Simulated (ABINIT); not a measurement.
Crystal: Ti.

```
Ti
1.0
     2.95000    0.00000    0.00000
    -1.47500    2.55477    0.00000
     0.00000    0.00000    4.68000
Ti
2
Cartesian
  1.4750 0.8516 3.5100
  0.0000 1.7032 1.1700
```

| Item | Value |
| --- | --- |
| Program | ABINIT 10.8.3 (patched build) |
| Task | relaxation of cell and atoms |
| Functional | revPBE |
| Dispersion | D3 |
| Potentials or basis | JTH PAW PBE v2.0 |
| Cutoff | 408 eV |
| k mesh | 10 × 10 × 6 |
| Occupations | fermi-dirac, width 0.05 eV |
| Spin | no spin polarisation |

At the start: pressure -7.8 GPa; volume 17.64 Å³/atom.

**Question.** How do energy, volume and symmetry change on relaxing?

**Answer.** Over 4 steps the energy falls by 34.1 meV/atom and the volume is 16.33 Å³/atom (-7.4 %); space group P6_3/mmc (No. 194, to 0.05 Å).

Step by step:
```csv
step,energy change (eV),largest force (eV/Å),pressure (GPa),volume (Å³)
1,0.0000,0.0000,-7.82,35.27
2,-0.0355,0.0000,-5.59,34.43
3,-0.0681,0.0000,0.41,32.55
4,-0.0682,0.0000,-0.02,32.67
```

Final structure:
```yaml
crystal:
  lattice:
    - [2.87557, 0.00000, 0.00000]
    - [-1.43778, 2.49032, 0.00000]
    - [0.00000, 0.00000, 4.56192]
  atoms:
    - { symbol: Ti, position: [0.66667, 0.33333, 0.75000] }
    - { symbol: Ti, position: [0.33333, 0.66667, 0.25000] }
```

Caveat: the PAW data sets were made with another functional, which shifts forces and pressure a little; pairwise dispersion overbinds metals, which lowers pressure and volume.
